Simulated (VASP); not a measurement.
# SnSe2 under changes of volume

One of the cells (29.792 Å³/atom); the others are scaled copies at fixed shape and fractional positions:

```xyz
3
Lattice="3.8746 0.0000 0.0000 -1.9373 3.3555 0.0000 0.0000 0.0000 6.8742" Properties=species:S:1:pos:R:3 pbc="T T T"
Sn    0.0000    0.0000    6.8742
Se    1.9373    1.1185    5.2791
Se    0.0000    2.2370    1.5952
```

| Item | Value |
| --- | --- |
| Program | VASP 6.6.1 |
| Functional | PBE |
| Potentials or basis | VASP PAW PBE potentials, release 64 (Sn_d, Se) |
| Cutoff | 520 eV |
| k mesh | 8 × 8 × 4 |
| Occupations | gaussian, width 0.02 eV |
| Spin | no spin polarisation |

```csv
volume (Å³/atom),energy over the lowest point (meV/atom),pressure (GPa),gap on the mesh (eV),largest force (eV/Å)
28.600,?,?,?,?
29.196,2.11,1.1,0.71,0.170
29.792,0.00,0.0,0.68,0.004
30.387,1.84,-1.0,0.65,0.164
30.983,7.20,-1.9,0.63,0.311
```

Problem. What does the run at 28.600 Å³/atom give?

Solution. Energy over the lowest point 8.65 meV/atom; pressure 2.4 GPa; gap on the mesh 0.74 eV; largest force 0.361 eV/Å.

Worked out: A Birch-Murnaghan fit of order 2 (a polynomial in V^(-2/3)) to the other rows has its minimum at 29.80 Å³/atom with B0 = V·E''(V) = 53 GPa at fixed shape and positions, which overstates the stiffness. It gives 8.54 meV/atom at 28.600 Å³/atom, against the run's 8.65, and -dE/dV = 2.4 GPa, against 2.4. A straight line through the other rows of the gap, of slope -1.36 eV per unit of ln V, extrapolates to 0.74 eV, against the run's 0.74.

Energies are extrapolated to zero smearing.

Caveats: spin-orbit coupling is left out, which moves the levels of the heavy elements; this functional lacks dispersion, which binds the layers, so the pressure and a relaxed spacing across them are unreliable.

A mesh can miss the band edges.
